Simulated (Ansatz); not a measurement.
A trial structure of Si was built thus: sheets of the silicene type stacked, one a cell (P-3m1, No. 164) (elements of the layers in order: Si (silicene type)). A sheet's type names the database crystal that the layer was cut from.

```
Si
1.0
     3.87000    0.00000    0.00000
    -1.93500    3.35152    0.00000
     0.00000    0.00000    3.68000
Si
2
Direct
  0.33333 0.66667 0.94022
  0.66667 0.33333 0.05978
```

The calculation used DFT PBE+D3(BJ), scalar-relativistic, plane waves, PAW (Ansatz 0.2.0). Cutoff 420 eV, Gaussian smearing, Γ-centred meshes. Cell and atoms relax on a converged mesh. In metals the finer mesh still leaves noise of several meV/atom or more. The steps can't lower the symmetry of their start. No spin polarisation.

A guess keeps its type if space group and coordination stay and the shape of the cell changes little (axis ratios within about 15 %, angles within 6°); the volume may change.

Question: Does it keep its structure type, or change into something else?

Answer: It keeps its type. The symmetry stays P-3m1 (No. 164). The volume per atom shrinks by 13.6 %, from 23.9 to 20.6 Å³. The shortest distance goes from 2.28 Å (Si–Si) to 2.35 Å (Si–Si). The ratio c/a of the conventional cell changes by a factor of 0.88. Counting neighbours within 15 % of an atom's shortest distance, the start has Si 3 and the end Si 3.

Energies count from the standard state of Si at the same level.

Question: At what energy does it end?

Answer: +0.39 eV/atom. It lies above the standard state, so it could only be metastable.

The last run used an 18×18×18 mesh for its 2-atom cell and Gaussian smearing of 0.10 eV. A structure relaxed within its symmetry needn't be a true minimum.
